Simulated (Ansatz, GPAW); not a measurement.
# Ballistic transport through CN in line between two Pd chains, from relaxation to T(E), part 3 of 4

How well does CN in line between two Pd chains conduct once its atoms have relaxed, and how much do cheaper levels lose?

GPAW 26.7.0 and Ansatz 0.2.0; Ansatz plane waves; relaxation of the junction with the lead ends held; PAW set soft_1 (the session's first sound run).

So far, transmission at the Fermi level (one spin): step 3 (plane waves, PBE) 0.766. Also open channels of the lead at the Fermi level (one spin): step 3 4.

## Step 4: GPAW, dzp

The script solves lead and junction separately, takes H and S in the orbital basis, and joins semi-infinite leads through their self-energies; the dzp basis is the working standard.

This step: GPAW LCAO, PAW setups; Landauer transmission from Green's functions with principal layers (ASE), zero bias (GPAW 26.7.0).

Contents of run.py:

```python
import json
import numpy as np
from ase import Atoms
from ase.transport.calculators import TransportCalculator
from gpaw import GPAW, FermiDirac
from gpaw.lcao.tools import get_lcao_hamiltonian
from scipy.linalg import eigh

# The junction with lead layers at both ends, along the third cell vector
device = Atoms(
    ['Pd', 'Pd', 'Pd', 'Pd', 'Pd', 'Pd', 'Pd', 'Pd', 'C', 'N', 'Pd', 'Pd', 'Pd', 'Pd', 'Pd', 'Pd', 'Pd', 'Pd'],
    positions=[
        [4.50000, 4.50000, 1.25000],
        [4.50000, 4.50000, 3.75000],
        [4.50000, 4.50000, 6.25000],
        [4.50000, 4.50000, 8.75000],
        [4.50000, 4.50000, 11.25000],
        [4.50000, 4.50000, 13.75000],
        [4.55874, 4.03974, 16.24635],
        [4.39557, 5.19214, 18.58390],
        [4.45734, 4.63422, 20.43661],
        [4.46895, 4.45673, 21.60571],
        [4.43106, 4.21311, 23.62949],
        [4.60817, 4.80767, 26.11442],
        [4.50000, 4.50000, 28.62290],
        [4.50000, 4.50000, 31.12290],
        [4.50000, 4.50000, 33.62290],
        [4.50000, 4.50000, 36.12290],
        [4.50000, 4.50000, 38.62290],
        [4.50000, 4.50000, 41.12290]],
    cell=[[9.0, 0.0, 0.0], [0.0, 9.0, 0.0], [0.0, 0.0, 42.3729]],
    pbc=True)

# One principal layer of the lead: the first 5 atoms of the device
lead = Atoms(
    ['Pd', 'Pd', 'Pd', 'Pd', 'Pd'],
    positions=[
        [4.50000, 4.50000, 1.25000],
        [4.50000, 4.50000, 3.75000],
        [4.50000, 4.50000, 6.25000],
        [4.50000, 4.50000, 8.75000],
        [4.50000, 4.50000, 11.25000]],
    cell=[[9.0, 0.0, 0.0], [0.0, 9.0, 0.0], [0.0, 0.0, 12.5]],
    pbc=True)

settings = dict(mode='lcao', basis='dzp', xc='PBE', h=0.18,
                occupations=FermiDirac(0.1), maxiter=250,
                mixer=dict(beta=0.1, nmaxold=8, weight=100.0),
                convergence=dict(density=0.0001))
energies = np.arange(-2, 2 + 1e-9, 0.025)
eta = 0.0001
n1, n2 = 1, 1
# k and -k transmit alike, so half of the mesh across the current serves
mesh = [(i, j) for i in range(n1) for j in range(n2) if (i, j) <= (-i % n1, -j % n2)]
weights = np.array([1 if (i, j) == (-i % n1, -j % n2) else 2 for i, j in mesh]) / (n1 * n2)

# [... helper functions left out ...]
fermi_lead = ground_state(lead, (1, 1, 9), 'lead.txt')
fermi_device = ground_state(device, (1, 1, 2), 'device.txt')
# [... loop over the mesh left out, but for ...]
        # Shift the lead onto the potential of the device's first layer
        shift = ((H[:, 0, 0] - H0[:, 0, 0]) / S0[0, 0]).real.mean()
# [...]
kT = 8.617333e-5 * 300
bias = [0.1, 0.2, 0.5, 1.0, 1.5, 2.0]
# [... integrals and printing left out ...]
```

The run is started by

```sh
> OMP_NUM_THREADS=1 OPENBLAS_NUM_THREADS=1 python run.py
```

Numbers of over 12 decimals in the logs are rounded to 6 here.

The log of the run:

```text
basis functions: device 458, principal layer 135
Fermi level: lead -4.0196 eV, device -4.0762 eV; lead shifted by -0.0011 eV
largest coupling past the next layer 1.07e-04 eV, largest misfit of the first layer 0.019 eV
  E-E_F (eV)   T (one spin)  channels
    -2.000    3.8021e-01    3.0000
    -1.975    4.1879e-01    3.0000
    -1.950    4.6201e-01    3.0000
    -1.925    5.1041e-01    3.0000
    -1.900    5.6364e-01    3.0000
    -1.875    6.2393e-01    3.0000
    -1.850    6.8997e-01    3.0000
    -1.825    7.6185e-01    3.0000
    -1.800    8.3869e-01    3.0000
    -1.775    9.1876e-01    3.0000
    -1.750    9.9949e-01    3.0000
    -1.725    1.0775e+00    3.0000
    -1.700    1.1493e+00    3.0000
    -1.675    1.2117e+00    3.0000
    -1.650    1.2624e+00    3.0000
    -1.625    1.3006e+00    3.0000
[...]
1.825    2.7904e-02    1.0000
     1.850    2.8177e-02    1.0000
     1.875    2.8460e-02    1.0000
     1.900    2.8754e-02    1.0000
     1.925    2.9060e-02    1.0000
     1.950    2.9379e-02    1.0000
     1.975    2.9710e-02    1.0000
     2.000    3.0054e-02    1.0000
conductance at 300 K: 0.74511 G0 a cell; thermopower 35.02 uV/K
current from the zero-bias T(E) at 0.1 V: 5.7393 uA
current from the zero-bias T(E) at 0.2 V: 11.315 uA
current from the zero-bias T(E) at 0.5 V: 28.425 uA
current from the zero-bias T(E) at 1.0 V: 56.295 uA
current from the zero-bias T(E) at 1.5 V: 77.646 uA
current from the zero-bias T(E) at 2.0 V: 109.33 uA
```

Wall time 12 min (1 thread of Intel Xeon Platinum 8488C (Sapphire Rapids), shared host); peak memory 2.6 GiB.

Numbers from this step:

```
conductance                                    : 0.7451 G₀
largest coupling past the next principal layer : 1.07e-4 eV
largest misfit of the first principal layer    : 0.01866 eV
shift that aligns the lead                     : -0.001079 eV
basis functions of the junction                : 458
basis functions of a principal layer           : 135
transmission at the Fermi level (one spin)     : 0.7607
```

One spin. Transmission, zone mean against energy, zero at the Fermi level:

| energy (eV) | transmission, zone mean |
| --- | --- |
| -2.000 | 0.380 |
| -1.900 | 0.564 |
| -1.800 | 0.839 |
| -1.700 | 1.15 |
| -1.600 | 1.33 |
| -1.500 | 1.35 |
| -1.400 | 1.35 |
| -1.300 | 1.37 |
| -1.200 | 1.46 |
| -1.100 | 1.59 |
| -1.000 | 1.79 |
| -0.925 | 1.88 |
| -0.900 | 1.86 |
| -0.800 | 1.35 |
| -0.700 | 0.929 |
| -0.600 | 1.04 |
| -0.500 | 1.16 |
| -0.475 | 1.56 |
| -0.400 | 1.40 |
| -0.300 | 1.40 |
| -0.250 | 1.57 |
| -0.200 | 1.46 |
| -0.100 | 1.06 |
| 0.000 | 0.761 |
| 0.100 | 0.350 |
| 0.200 | 0.0864 |
| 0.300 | 0.0528 |
| 0.400 | 0.0394 |
| 0.500 | 0.0327 |
| 0.600 | 0.0290 |
| 0.700 | 0.0267 |
| 0.800 | 0.0254 |
| 0.900 | 0.0246 |
| 1.000 | 0.0241 |
| 1.100 | 0.0240 |
| 1.200 | 0.0240 |
| 1.300 | 0.0243 |
| 1.400 | 0.0247 |
| 1.500 | 0.0252 |
| 1.600 | 0.0259 |
| 1.700 | 0.0267 |
| 1.800 | 0.0276 |
| 1.900 | 0.0288 |
| 2.000 | 0.0301 |

Crossings of the lead's bands, unfolded to its shortest repeat. Table of open channels, zone mean by energy, zero at the Fermi level:

| energy (eV) | open channels, zone mean |
| --- | --- |
| -2.000 | 3 |
| -1.900 | 3 |
| -1.800 | 3 |
| -1.700 | 3 |
| -1.600 | 3 |
| -1.500 | 3 |
| -1.400 | 3 |
| -1.300 | 3 |
| -1.200 | 3 |
| -1.100 | 3 |
| -1.000 | 5 |
| -0.900 | 5 |
| -0.800 | 5 |
| -0.700 | 5 |
| -0.600 | 5 |
| -0.500 | 5 |
| -0.400 | 4 |
| -0.300 | 4 |
| -0.200 | 4 |
| -0.100 | 4 |
| 0.000 | 4 |
| 0.100 | 4 |
| 0.200 | 1 |
| 0.300 | 1 |
| 0.400 | 1 |
| 0.500 | 1 |
| 0.600 | 1 |
| 0.700 | 1 |
| 0.800 | 1 |
| 0.900 | 1 |
| 1.000 | 1 |
| 1.100 | 1 |
| 1.200 | 1 |
| 1.300 | 1 |
| 1.400 | 1 |
| 1.500 | 1 |
| 1.600 | 1 |
| 1.700 | 1 |
| 1.800 | 1 |
| 1.900 | 1 |
| 2.000 | 1 |

Not self-consistent under bias; the bias window is split evenly. Current through one cell, from the zero-bias transmission against bias:

```
bias (V)  current through one cell, from the zero-bias transmission (μA)
   0.100                                                            5.74
   0.200                                                            11.3
   0.500                                                            28.4
   1.000                                                            56.3
   1.500                                                            77.6
   2.000                                                             109
```

Transmission of the three most open eigenchannels against energy, zero at the Fermi level:

| energy (eV) | channel 1 | channel 2 | channel 3 |
| --- | --- | --- | --- |
| -2.000 | 0.277 | 0.0957 | 0.00799 |
| -1.900 | 0.332 | 0.221 | 0.0112 |
| -1.800 | 0.479 | 0.345 | 0.0149 |
| -1.700 | 0.748 | 0.381 | 0.0195 |
| -1.600 | 0.891 | 0.410 | 0.0256 |
| -1.500 | 0.875 | 0.443 | 0.0340 |
| -1.400 | 0.817 | 0.482 | 0.0456 |
| -1.300 | 0.782 | 0.530 | 0.0619 |
| -1.200 | 0.786 | 0.586 | 0.0843 |
| -1.100 | 0.829 | 0.650 | 0.115 |
| -1.000 | 0.886 | 0.764 | 0.142 |
| -0.900 | 0.893 | 0.842 | 0.121 |
| -0.800 | 0.791 | 0.477 | 0.0778 |
| -0.700 | 0.527 | 0.330 | 0.0721 |
| -0.600 | 0.561 | 0.407 | 0.0667 |
| -0.500 | 0.619 | 0.504 | 0.0343 |
| -0.400 | 0.858 | 0.458 | 0.0808 |
| -0.300 | 0.740 | 0.390 | 0.269 |
| -0.200 | 0.914 | 0.334 | 0.212 |
| -0.100 | 0.659 | 0.250 | 0.148 |
| 0.000 | 0.543 | 0.130 | 0.0875 |
| 0.100 | 0.300 | 0.0326 | 0.0173 |
| 0.200 | 0.0864 | 2.1e-7 | 3.3e-12 |
| 0.300 | 0.0528 | 2.1e-7 | 0 |
| 0.400 | 0.0394 | 2.1e-7 | 0 |
| 0.500 | 0.0327 | 2.2e-7 | 0 |
| 0.600 | 0.0290 | 2.2e-7 | 0 |
| 0.700 | 0.0267 | 2.2e-7 | 0 |
| 0.800 | 0.0254 | 2.3e-7 | 0 |
| 0.900 | 0.0246 | 2.3e-7 | 0 |
| 1.000 | 0.0241 | 2.3e-7 | 0 |
| 1.100 | 0.0240 | 2.4e-7 | 0 |
| 1.200 | 0.0240 | 2.4e-7 | 0 |
| 1.300 | 0.0243 | 2.4e-7 | 0 |
| 1.400 | 0.0247 | 2.4e-7 | 0 |
| 1.500 | 0.0252 | 2.5e-7 | 0 |
| 1.600 | 0.0259 | 2.5e-7 | 0 |
| 1.700 | 0.0267 | 2.5e-7 | 0 |
| 1.800 | 0.0276 | 2.6e-7 | 0 |
| 1.900 | 0.0288 | 2.6e-7 | 0 |
| 2.000 | 0.0301 | 2.6e-7 | 0 |

At the Fermi level T is 0.761 against 0.766 in plane waves. Couplings past the next layer reach 1.1e-4 eV, small enough to drop; the matrix elements of the cell's first layer differ from the bulk lead's by up to 0.019 eV. That layer keeps its own values in the calculation, and only beyond it is the lead taken as perfect. The Fermi levels of lead and junction count from different zeros of potential, one for each periodic cell; with both set to zero, the small remaining shift is what aligns them. By hand: G = 0.7451 × 77.48 μS = 57.7 μS, a resistance of 17.3 kΩ; at 0.1 V a linear junction would pass 5.77 μA, and the integral over the bias window gives 5.74 μA.

## Step 5: GPAW, szp: basis = "szp(dzp)"

One radial function a shell plus polarisation makes the matrices smaller; the question is what that costs.

run.py: that of step 4 with these lines changed.

```diff
@@ -45,3 +45,3 @@
 
-settings = dict(mode='lcao', basis='dzp', xc='PBE', h=0.18,
+settings = dict(mode='lcao', basis='szp(dzp)', xc='PBE', h=0.18,
                 occupations=FermiDirac(0.1), maxiter=250,
```

The log of the run:

```text
basis functions: device 258, principal layer 75
Fermi level: lead -4.1824 eV, device -4.2975 eV; lead shifted by -0.0008 eV
largest coupling past the next layer 1.09e-04 eV, largest misfit of the first layer 0.057 eV
  E-E_F (eV)   T (one spin)  [channel counts left out]
    -2.000    4.7683e-01
    -1.975    5.2843e-01
    -1.950    5.8765e-01
[...]
1.975    2.7849e-02
     2.000    2.8174e-02
conductance at 300 K: 0.77831 G0 a cell; thermopower 54.18 uV/K
current from the zero-bias T(E) at 0.1 V: 5.7615 uA
current from the zero-bias T(E) at 0.2 V: 10.674 uA
current from the zero-bias T(E) at 0.5 V: 25.172 uA
current from the zero-bias T(E) at 1.0 V: 45.443 uA
current from the zero-bias T(E) at 1.5 V: 67.563 uA
current from the zero-bias T(E) at 2.0 V: 89.035 uA
```

The job ended after 7.3 min (1 thread; peak memory 2.5 GiB).

This step gave:

| Property | Result |
| --- | --- |
| conductance | 0.7783 G₀ |
| largest coupling past the next principal layer | 1.09e-4 eV |
| largest misfit of the first principal layer | 0.05685 eV |
| shift that aligns the lead | -7.56e-4 eV |
| basis functions of the junction | 258 |
| basis functions of a principal layer | 75 |
| transmission at the Fermi level (one spin) | 0.9492 |

The conductance, 0.778 G₀, lies 4.5 % above that of the dzp run.

## Step 6: GPAW, sz: basis = "sz(dzp)"

One function for each valence shell of the setup, as for a first survey of a large system.

run.py: that of step 5 with these lines changed.

```diff
@@ -45,3 +45,3 @@
 
-settings = dict(mode='lcao', basis='szp(dzp)', xc='PBE', h=0.18,
+settings = dict(mode='lcao', basis='sz(dzp)', xc='PBE', h=0.18,
                 occupations=FermiDirac(0.1), maxiter=250,
```

The log of the run:

```text
basis functions: device 200, principal layer 60
Fermi level: lead -4.1971 eV, device -4.3097 eV; lead shifted by -0.0004 eV
largest coupling past the next layer 1.08e-04 eV, largest misfit of the first layer 0.027 eV
  E-E_F (eV)   T (one spin)  [channel counts left out]
    -2.000    3.6233e-01
    -1.975    4.0418e-01
    -1.950    4.5219e-01
[...]
1.975    3.2831e-02
     2.000    3.3291e-02
conductance at 300 K: 0.83438 G0 a cell; thermopower 36.48 uV/K
current from the zero-bias T(E) at 0.1 V: 6.2245 uA
current from the zero-bias T(E) at 0.2 V: 11.484 uA
current from the zero-bias T(E) at 0.5 V: 25.955 uA
current from the zero-bias T(E) at 1.0 V: 44.667 uA
current from the zero-bias T(E) at 1.5 V: 64.109 uA
current from the zero-bias T(E) at 2.0 V: 85.903 uA
```

The job ended after 6.6 min (1 thread; peak memory 2.3 GiB).

This step gave:

- conductance: 0.8344 G₀
- largest coupling past the next principal layer: 1.08e-4 eV
- largest misfit of the first principal layer: 0.02726 eV
- shift that aligns the lead: -4.07e-4 eV
- basis functions of the junction: 200
- basis functions of a principal layer: 60
- transmission at the Fermi level (one spin): 0.9352

One spin. Table of transmission, zone mean by energy, zero at the Fermi level:

```
energy (eV)  transmission, zone mean
     -2.000                    0.362
     -1.900                    0.571
     -1.800                    0.899
     -1.700                     1.16
     -1.600                     1.17
     -1.500                     1.10
     -1.400                     1.09
     -1.300                     1.14
     -1.200                     1.27
     -1.100                     1.46
     -1.050                     1.51
     -1.000                     1.45
     -0.900                     1.22
     -0.800                    0.801
     -0.700                    0.949
     -0.675                     1.12
     -0.600                    0.809
     -0.575                     1.22
     -0.500                    0.975
     -0.400                    0.739
     -0.300                     1.12
     -0.225                     1.31
     -0.200                     1.27
     -0.100                     1.02
      0.000                    0.935
      0.100                   0.0881
      0.200                   0.0359
      0.300                   0.0257
      0.400                   0.0222
      0.500                   0.0209
      0.600                   0.0206
      0.700                   0.0207
      0.800                   0.0209
      0.900                   0.0213
      1.000                   0.0218
      1.100                   0.0225
      1.200                   0.0232
      1.300                   0.0241
      1.400                   0.0250
      1.500                   0.0261
      1.600                   0.0272
      1.700                   0.0285
      1.800                   0.0300
      1.900                   0.0315
      2.000                   0.0333
```

The conductance, 0.834 G₀, lies 12 % above that of the dzp run.

## Step 7: LDA in the dzp basis: xc = "LDA"

Back in the dzp basis, the functional changes from PBE to LDA, to set the spread between functionals beside that between bases.

run.py: that of step 6 with these lines changed.

```diff
@@ -45,3 +45,3 @@
 
-settings = dict(mode='lcao', basis='sz(dzp)', xc='PBE', h=0.18,
+settings = dict(mode='lcao', basis='dzp', xc='LDA', h=0.18,
                 occupations=FermiDirac(0.1), maxiter=250,
```

The log of the run:

```text
basis functions: device 458, principal layer 135
Fermi level: lead -4.4058 eV, device -4.4570 eV; lead shifted by -0.0006 eV
largest coupling past the next layer 1.19e-04 eV, largest misfit of the first layer 0.019 eV
  E-E_F (eV)   T (one spin)  [channel counts left out]
    -2.000    3.7681e-01
    -1.975    4.1590e-01
    -1.950    4.5985e-01
[...]
1.975    2.6437e-02
     2.000    2.6767e-02
conductance at 300 K: 0.71996 G0 a cell; thermopower 37.38 uV/K
current from the zero-bias T(E) at 0.1 V: 5.562 uA
current from the zero-bias T(E) at 0.2 V: 11.059 uA
current from the zero-bias T(E) at 0.5 V: 28.435 uA
current from the zero-bias T(E) at 1.0 V: 56.724 uA
current from the zero-bias T(E) at 1.5 V: 78.088 uA
current from the zero-bias T(E) at 2.0 V: 111.58 uA
```

Run time: 12 min. Hardware: 1 thread; peak memory 2.6 GiB.

This step gave:

- conductance: 0.7200 G₀
- largest coupling past the next principal layer: 1.19e-4 eV
- largest misfit of the first principal layer: 0.01885 eV
- shift that aligns the lead: -5.93e-4 eV
- basis functions of the junction: 458
- basis functions of a principal layer: 135
- transmission at the Fermi level (one spin): 0.7289

The conductance, 0.720 G₀, lies 3.4 % below that of the dzp run.

## Step 8: Without the relaxation: geometry = "as built"

The dzp basis with PBE on the structure as first built shows what the relaxation was worth.

run.py: that of step 7 with these lines changed.

```diff
@@ -18,8 +18,8 @@
         [4.50000, 4.50000, 13.75000],
-        [4.55874, 4.03974, 16.24635],
-        [4.39557, 5.19214, 18.58390],
-        [4.45734, 4.63422, 20.43661],
-        [4.46895, 4.45673, 21.60571],
-        [4.43106, 4.21311, 23.62949],
-        [4.60817, 4.80767, 26.11442],
+        [4.50000, 4.50000, 16.25000],
+        [4.50000, 4.50000, 18.75000],
+        [4.50000, 4.50000, 20.60850],
+        [4.50000, 4.50000, 21.78850],
+        [4.50000, 4.50000, 23.62290],
+        [4.50000, 4.50000, 26.12290],
         [4.50000, 4.50000, 28.62290],
@@ -45,3 +45,3 @@
 
-settings = dict(mode='lcao', basis='dzp', xc='LDA', h=0.18,
+settings = dict(mode='lcao', basis='dzp', xc='PBE', h=0.18,
                 occupations=FermiDirac(0.1), maxiter=250,
```

The log of the run:

```text
basis functions: device 458, principal layer 135
Fermi level: lead -4.0196 eV, device -4.0854 eV; lead shifted by 0.0002 eV
largest coupling past the next layer 1.07e-04 eV, largest misfit of the first layer 0.064 eV
  E-E_F (eV)   T (one spin)  [channel counts left out]
    -2.000    1.7048e+00
    -1.975    1.6878e+00
    -1.950    1.6742e+00
[...]
1.975    2.0118e-02
     2.000    2.0061e-02
conductance at 300 K: 1.9299 G0 a cell; thermopower 13.53 uV/K
current from the zero-bias T(E) at 0.1 V: 14.776 uA
current from the zero-bias T(E) at 0.2 V: 28.507 uA
current from the zero-bias T(E) at 0.5 V: 60.663 uA
current from the zero-bias T(E) at 1.0 V: 102.51 uA
current from the zero-bias T(E) at 1.5 V: 143.04 uA
current from the zero-bias T(E) at 2.0 V: 181.96 uA
```

The job ended after 13 min (1 thread; peak memory 2.6 GiB).

This step gave:

| Item | Value |
| --- | --- |
| conductance | 1.930 G₀ |
| largest coupling past the next principal layer | 1.07e-4 eV |
| largest misfit of the first principal layer | 0.06441 eV |
| shift that aligns the lead | 1.76e-4 eV |
| transmission at the Fermi level (one spin) | 1.990 |

One spin. Table of transmission, zone mean by energy, zero at the Fermi level:

energy (eV), transmission, zone mean and a bar:
```
   -2.000       1.70 ########################
   -1.800       1.68 ########################
   -1.600       1.81 ##########################
   -1.400       1.89 ###########################
   -1.200       1.90 ###########################
   -1.000       1.94 ############################
   -0.800       2.01 #############################
   -0.600       2.05 #############################
   -0.400       2.00 #############################
   -0.200       2.06 #############################
   -0.100       2.10 ##############################
    0.000       1.99 ############################
    0.200       0.48 #######
    0.400       0.09 #
    0.600       0.04 
    0.800       0.03 
    1.000       0.03 
    1.200       0.02 
    1.400       0.02 
    1.600       0.02 
    1.800       0.02 
    2.000       0.02
```

The conductance, 1.93 G₀, lies 159 % above that of the dzp run.

## Step 9: All levels side by side

Times are wall times on the hardware named with each run. The series side by side:

```
no.      run  conductance (G₀)     time  memory (GiB)
  1   pw PBE            0.7537  1.8 min           5.4
  2      dzp            0.7451   12 min           2.6
  3      szp            0.7783  7.3 min           2.5
  4       sz            0.8344  6.6 min           2.3
  5  dzp LDA            0.7200   12 min           2.6
  6  asbuilt             1.930   13 min           2.6
```

(Continued in part 4 of 4.)

[Logs are printed without paths, hosts, clocks, repeated set-up lines and the standing remarks that a program may print on its own settings, such as how far it seeks lower states.]

[Hosts, paths, dates, database ids (printed as entryN), source tags and the programs' standing remarks are cut or masked in the printed files.]
